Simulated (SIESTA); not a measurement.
GaP:

```
Ga P
1.0
     0.00000    2.72525    2.72525
     2.72525    0.00000    2.72525
     2.72525    2.72525    0.00000
Ga P
1 1
Direct
  0.00000 0.00000 0.00000
  0.75000 0.75000 0.75000
```

Base run:

* Program: SIESTA 5.4.2
* Functional: PBE
* Potentials or basis: PseudoDojo 0.4 standard (PBE files)
* Basis: DZP (energy shift 0.003 Ry; two zetas on semicore shells)
* Grid cutoff: 800 Ry
* Energy shift: 0.003 Ry
* k mesh: 8 × 8 × 8
* Occupations: fermi-dirac, width 0.05 eV
* Spin: no spin polarisation

Its results: band gap on the k mesh 1.64 eV, indirect (least direct gap 2.05 eV); pressure 3.1 GPa.

Problem. After a change of settings the same cell gave: band gap on the k mesh 1.67 eV, indirect (least direct gap 1.95 eV); pressure 6.8 GPa. Which change was it?
A. functional from PBE to AM05; potentials or basis from PseudoDojo 0.4 standard (PBE files) to PseudoDojo 0.4 standard (PBEsol files)
B. functional from PBE to BLYP
C. basis from DZP (energy shift 0.003 Ry; two zetas on semicore shells) to TZP (energy shift 0.01 Ry); energy shift from 0.003 Ry to 0.01 Ry
D. functional from PBE to vdW-DF-cx

Solution. B.

BLYP binds less tightly than PBE, so the same cell stands under more pressure.

Caveats: the basis of atomic orbitals isn't converged, which shifts pressures, moduli and gaps; the basis holds too few empty states to meet the f-sum rule, so the spectrum is short of weight at high energy (some runs); the potentials were made for another functional, which shifts forces and pressure (some runs).

Not every run made on this cell is shown here.
